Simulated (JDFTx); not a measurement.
# BN (P6_3mc) in JDFTx: equation of state, part 2 of 2

JDFTx 1.7.0 (patched build).

**8. Equation of state, PBEsol, 6.33 Å³/atom (volume scaled by 1.06)**

File BN.in:

```
lattice \
    4.9209026994    -2.4604513497     0.0000000000 \
    0.0000000000     4.2616267472     0.0000000000 \
    0.0000000000     0.0000000000     8.1442576659
coords-type Lattice
ion N      0.3333333333     0.6666666667     0.1252760000 1
ion N      0.6666666667     0.3333333333     0.6252760000 1
ion B      0.3333333333     0.6666666667     0.4997240000 1
ion B      0.6666666667     0.3333333333     0.9997240000 1

ion-species pseudo/N.upf
ion-species pseudo/B.upf
elec-cutoff 42 336
elec-ex-corr gga-PBEsol
kpoint-folding 12 12 6
elec-smearing Fermi 0.0018374661
elec-n-bands 14
electronic-SCF nIterations 100 energyDiffThreshold 1e-09
electronic-minimize nIterations 30 energyDiffThreshold 1e-7
forces-output-coords Cartesian

dump-name run.$VAR
dump End Ecomponents EigStats BandEigs Kpoints Forces Stress
```

Potentials or basis: PseudoDojo-SR-PBEsol-0.4.1-standard with smoothed tails.

Started as:

```
> jdftx -c 1 -i BN.in -o BN.out
```

Log:

```text
*************** JDFTx 1.7.0 (patched build) ***************

Input parsed successfully to the following command list (including defaults):
[... the input with its defaults ...]

---------- Setting up symmetries ----------

Found 24 point-group symmetries of the bravais lattice
Found 12 space-group symmetries with basis
Applied RMS atom displacement 2.84108e-10 bohrs to make symmetries exact.

---------- Initializing the Grid ----------
R =
[       4.9209     -2.46045            0  ]
[            0      4.26163            0  ]
[            0            0      8.14426  ]
unit cell volume = 170.794
G =
[    1.27684   0.737182         -0  ]
[          0    1.47436          0  ]
[          0         -0   0.771487  ]
Minimum fftbox size, Smin = [  44  44  68  ]
Chosen fftbox size, S = [  48  48  70  ]

---------- Initializing tighter grid for wavefunction operations ----------
R =
[       4.9209     -2.46045            0  ]
[            0      4.26163            0  ]
[            0            0      8.14426  ]
unit cell volume = 170.794
G =
[    1.27684   0.737182         -0  ]
[          0    1.47436          0  ]
[          0         -0   0.771487  ]
Minimum fftbox size, Smin = [  32  32  48  ]
Chosen fftbox size, S = [  32  32  48  ]

---------- Exchange Correlation functional ----------
Initalized PBEsol GGA exchange.
Initalized PBEsol GGA correlation.

---------- Setting up pseudopotentials ----------
Width of ionic core gaussian charges (only for fluid interactions / plotting) set to 0

Reading pseudopotential file 'pseudo/N.upf':
  'N' pseudopotential, 'PBESOL' functional
  Generated using ONCVPSP code by D. R. Hamann
  5 valence electrons, 2 orbitals, 4 projectors, 1001 radial grid points, with lMax = 1
    2S    l: 0   occupation:  2.0   eigenvalue: -0.678237
    2P    l: 1   occupation:  3.0   eigenvalue: -0.258576
  Core radius for overlap checks: 1.31 bohrs.

Reading pseudopotential file 'pseudo/B.upf':
  'B' pseudopotential, 'PBESOL' functional
  Generated using ONCVPSP code by D. R. Hamann
  3 valence electrons, 2 orbitals, 4 projectors, 1001 radial grid points, with lMax = 1
    2S    l: 0   occupation:  2.0   eigenvalue: -0.344017
    2P    l: 1   occupation:  1.0   eigenvalue: -0.130657
  Core radius for overlap checks: 1.18 bohrs.

Initialized 2 species with 4 total atoms.

Folded 1 k-points by 12x12x6 to 864 k-points.

---------- Setting up k-points, bands, fillings ----------
Adding inversion symmetry to k-mesh for non-inversion-symmetric unit cell.
Reduced to 76 k-points under symmetry.
Computing the number of bands and number of electrons
Calculating initial fillings.
nElectrons:  16.000000   nBands: 14   nStates: 76

----- Setting up reduced wavefunction bases (one per k-point) -----
average nbasis = 2220.617 , ideal nbasis = 2220.443

---------- Setting up ewald sum ----------
Optimum gaussian width for ewald sums = 1.756807 bohr.
Real space sum over 1089 unit cells with max indices [  5  5  4  ]
Reciprocal space sum over 3211 terms with max indices [  6  6  9  ]

---------- Allocating electronic variables ----------
Initializing wave functions:  linear combination of atomic orbitals
N pseudo-atom occupations:   s ( 2 )  p ( 3 )
B pseudo-atom occupations:   s ( 2 )  p ( 1 )
	FillingsUpdate:  mu: +0.485065627  nElectrons: 16.000000
LCAOMinimize: Iter:   0  F: -25.6271255227125430  |grad|_K:  3.563e-03  alpha:  1.000e+00
	FillingsUpdate:  mu: +0.425843319  nElectrons: 16.000000
LCAOMinimize: Iter:   1  F: -25.6857209590365407  |grad|_K:  1.944e-04  alpha:  3.914e-01  linmin: -5.263e-01  cgtest:  8.647e-01
LCAOMinimize: Encountered beta<0, resetting CG.
[... 6 lines of inner loops ...]
LCAOMinimize: Iter:   4  F: -25.6859643231900669  |grad|_K:  1.382e-07  alpha:  8.408e-01  linmin:  1.161e-04  cgtest: -3.029e-04
	FillingsUpdate:  mu: +0.422454233  nElectrons: 16.000000
LCAOMinimize: Iter:   5  F: -25.6859643232866404  |grad|_K:  3.300e-08  alpha:  4.608e-01  linmin:  7.066e-04  cgtest: -1.625e-03
LCAOMinimize: Converged (|Delta F|<1.000000e-06 for 2 iters).

-------- Electronic minimization -----------
Will mix electronic density at each iteration.
	FillingsUpdate:  mu: +0.422454233  nElectrons: 16.000000
	FillingsUpdate:  mu: +0.412201204  nElectrons: 16.000000
SCF: Cycle:  0   F: -25.781300080495530   dF: -9.534e-02   |Residual|: 7.113e-02   |deigs|: 4.140e-02
	FillingsUpdate:  mu: +0.415486445  nElectrons: 16.000000
SCF: Cycle:  1   F: -25.782428812491588   dF: -1.129e-03   |Residual|: 3.696e-02   |deigs|: 2.959e-03
	FillingsUpdate:  mu: +0.420256289  nElectrons: 16.000000
SCF: Cycle:  2   F: -25.782628354110962   dF: -1.995e-04   |Residual|: 3.544e-03   |deigs|: 4.177e-03
	FillingsUpdate:  mu: +0.420691769  nElectrons: 16.000000
SCF: Cycle:  3   F: -25.782634308213741   dF: -5.954e-06   |Residual|: 1.754e-03   |deigs|: 2.437e-04
	FillingsUpdate:  mu: +0.420654133  nElectrons: 16.000000
SCF: Cycle:  4   F: -25.782635500194722   dF: -1.192e-06   |Residual|: 6.934e-04   |deigs|: 9.791e-05
	FillingsUpdate:  mu: +0.420687234  nElectrons: 16.000000
SCF: Cycle:  5   F: -25.782635730132661   dF: -2.299e-07   |Residual|: 7.081e-05   |deigs|: 5.819e-05
	FillingsUpdate:  mu: +0.420699199  nElectrons: 16.000000
SCF: Cycle:  6   F: -25.782635770289897   dF: -4.016e-08   |Residual|: 4.506e-05   |deigs|: 4.589e-05
	FillingsUpdate:  mu: +0.420695493  nElectrons: 16.000000
SCF: Cycle:  7   F: -25.782635783455309   dF: -1.317e-08   |Residual|: 1.200e-05   |deigs|: 5.065e-05
	FillingsUpdate:  mu: +0.420694403  nElectrons: 16.000000
SCF: Cycle:  8   F: -25.782635786802558   dF: -3.347e-09   |Residual|: 3.529e-06   |deigs|: 4.629e-05
	FillingsUpdate:  mu: +0.420694316  nElectrons: 16.000000
SCF: Cycle:  9   F: -25.782635787975011   dF: -1.172e-09   |Residual|: 1.031e-06   |deigs|: 1.071e-04
	FillingsUpdate:  mu: +0.420694423  nElectrons: 16.000000
SCF: Cycle: 10   F: -25.782635788353286   dF: -3.783e-10   |Residual|: 8.787e-07   |deigs|: 1.292e-04
	FillingsUpdate:  mu: +0.420694402  nElectrons: 16.000000
SCF: Cycle: 11   F: -25.782635788494503   dF: -1.412e-10   |Residual|: 6.636e-07   |deigs|: 1.265e-04
SCF: Converged (|Delta E|<1.000000e-09 for 2 iters).

Setting wave functions to eigenvectors of Hamiltonian

# Stress tensor in Cartesian coordinates [Eh/a0^3]:
[   0.00082015            0            0  ]
[            0   0.00082015            0  ]
[            0            0  0.000851548  ]

# Ionic positions in lattice coordinates:
ion N   0.333333333333333   0.666666666666667   0.125276000000000 1
ion N   0.666666666666667   0.333333333333333   0.625276000000000 1
ion B   0.333333333333333   0.666666666666667   0.499724000000000 1
ion B   0.666666666666667   0.333333333333333   0.999724000000000 1

# Forces in Cartesian coordinates:
force N   0.000000000000000   0.000000000000000  -0.000991438964411 1
force N   0.000000000000000  -0.000000000000000  -0.000991438964411 1
force B  -0.000000000000000   0.000000000000000   0.000994962373572 1
force B   0.000000000000000  -0.000000000000000   0.000994962373572 1

# Energy components:
   Eewald =      -25.7101975347243155
       EH =        3.6944362161865598
     Eloc =      -12.4506734684481657
      Enl =       -2.0756304814061357
      Exc =       -8.5646541986283413
 Exc_core =        0.9537880891984845
       KE =       18.3702955893274158
-------------------------------------
     Etot =      -25.7826357884944990
       TS =        0.0000000000000042
-------------------------------------
        F =      -25.7826357884945025

IonicMinimize: Iter:   0  F: -25.782635788494503  |grad|_K:  5.734e-04
IonicMinimize: None of the convergence criteria satisfied after 0 iterations.

#--- Lowdin population analysis ---
# oxidation-state N -0.326 -0.326
# oxidation-state B +0.352 +0.352

Dumping 'run.eigStats' ...
	eMin: -0.347028 at state 0 ( [ +0.000000 +0.000000 +0.000000 ] spin 0 )
	HOMO: +0.374901 at state 0 ( [ +0.000000 +0.000000 +0.000000 ] spin 0 )
	mu  : +0.420694
	LUMO: +0.562703 at state 72 ( [ +0.333333 +0.333333 +0.000000 ] spin 0 )
	eMax: +0.914064 at state 26 ( [ +0.000000 +0.500000 +0.333333 ] spin 0 )
	HOMO-LUMO gap: +0.187802
	Optical gap  : +0.290044 at state 8 ( [ +0.000000 +0.166667 +0.000000 ] spin 0 )
Done!
[note: mu as printed may lie anywhere between the filled and the empty levels]
```

Run time: 2.3 min. Hardware: 1 thread of Arm Neoverse N1, shared host; peak memory 0.17 GiB.

Results:

```yaml
Free_energy: -701.5813 eV
Pressure: -24.4 GPa
Largest_force: 0.051 eV/Å
Band_gap_on_the_k_mesh: 5.11 eV, indirect (least direct gap 7.89 eV)
Loewdin_charges: N -0.33; B +0.35 e
```

**9. Equation of state, PBEsol**

Potentials or basis: PseudoDojo-SR-PBEsol-0.4.1-standard with smoothed tails.

This step only gathers the single runs of the series.

What came out:

```
Equilibrium volume                        : 5.89 Å³/atom
Bulk modulus at fixed shape and positions : 385 GPa
Pressure derivative of the bulk modulus   : 3.7
```

Energy against volume, from the lowest point:
```csv
volume (Å³/atom),energy (meV/atom)
5.611,16.29
5.730,4.85
5.850,0.00
5.969,1.15
6.088,7.75
6.208,19.32
6.327,35.40
```

Caveat: the cell was scaled at fixed shape and fractional positions, which overstates the stiffness of a crystal with free parameters, most of all of layers and chains.
